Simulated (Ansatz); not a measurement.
# N (diamond type): how the settings move a single-point run

How sensitive is a single-point run of N (diamond type) to its settings? A reference run comes first, then one run with altered input.

Method: reference: DFT, PBE, PAW with Ansatz's default frozen-core files, scalar-relativistic, in Ansatz 0.2.0.

## 1. The starting structure

The structure is cubic, space group Fd-3m (No. 227). The conventional cell has a = 4.113 Å, b = 4.113 Å, c = 4.113 Å, α = 90.00°, β = 90.00°, γ = 90.00°. N (site symmetry -43m) has 4 N at 1.78 Å as nearest neighbours.

Coordinates:

```
N
1.0
     0.00000    2.05660    2.05660
     2.05660    0.00000    2.05660
     2.05660    2.05660    0.00000
N
2
Cartesian
  0.0000 0.0000 0.0000
  1.0283 1.0283 1.0283
```

## 2. The reference run

input.yaml reads:

```yaml
crystal:
  lattice:
    - [0.0, 2.0566024043, 2.0566024043]
    - [2.0566024043, 0.0, 2.0566024043]
    - [2.0566024043, 2.0566024043, 0.0]
  atoms:
    - { symbol: "N", position: [0.0, 0.0, 0.0] }
    - { symbol: "N", position: [0.25, 0.25, 0.25] }
kpoints:
  mp_grid: { grid: [13, 13, 13] }
scf:
  occupations: { method: fermi_dirac, width: 0.08 }
hamiltonian:
  xc: pbe
  pseudopotentials: { kind: paw }
output:
  forces: true
  stress: true
  eigenvalues: true
  efg: { contact_densities: true }
  write_density: true
  write_potential: true
  elf: true
  volumetric_format: npy
```

Launch:

```
$ ansatz run input.yaml --threads 1 --pin off --max-ram 2048MiB --backend cpu --events-out ev --progress --plain --runs-dir out
```

## 3. Changing settings: mp_grid.grid [16, 16, 16]

input.yaml: that of step 2 with these lines changed.

```diff
@@ -9,3 +9,3 @@
 kpoints:
-  mp_grid: { grid: [13, 13, 13] }
+  mp_grid: { grid: [16, 16, 16] }
 scf:
@@ -20,5 +20 @@
   efg: { contact_densities: true }
-  write_density: true
-  write_potential: true
-  elf: true
-  volumetric_format: npy
```

Before running it: what results should come out? Wanted: for each run, ending; energy change; pressure; gap; force.

The runs gave:

```csv
run,ending,energy change,pressure (GPa),gap (eV),force (eV/Å),cycles,time
reference,converged,0,8.7,0.00,0.00,6,1.3 s
"1: mp_grid.grid [16, 16, 16]",converged,+4.6 meV/atom,9.3,0.00,0.00,6,1.4 s
```

Times don't compare one to one where runs were asked for different outputs or read a saved state (see the inputs); cycles may leave out searches for a lower state.

Residual by cycle in the longest SCF loop of each run; runs are numbered as in the table. The quantity is the density residual dr2, in eV.

```csv
cycle,reference,run 1
1,0.00103,0.00116
2,3.1e-4,3.2e-4
3,9.6e-6,8.5e-6
4,2.3e-6,9.1e-7
5,1.5e-8,2.4e-9
6,5.4e-11,3.1e-12
```

**Reading.** Changing the k-point mesh moves the energy by +4.6 meV/atom, and the pressure goes from 8.7 to 9.3 GPa. The energy is not variational in the mesh, so the sign tells nothing. Semilocal functionals close small gaps, so the missing gap need not be the real solid's.
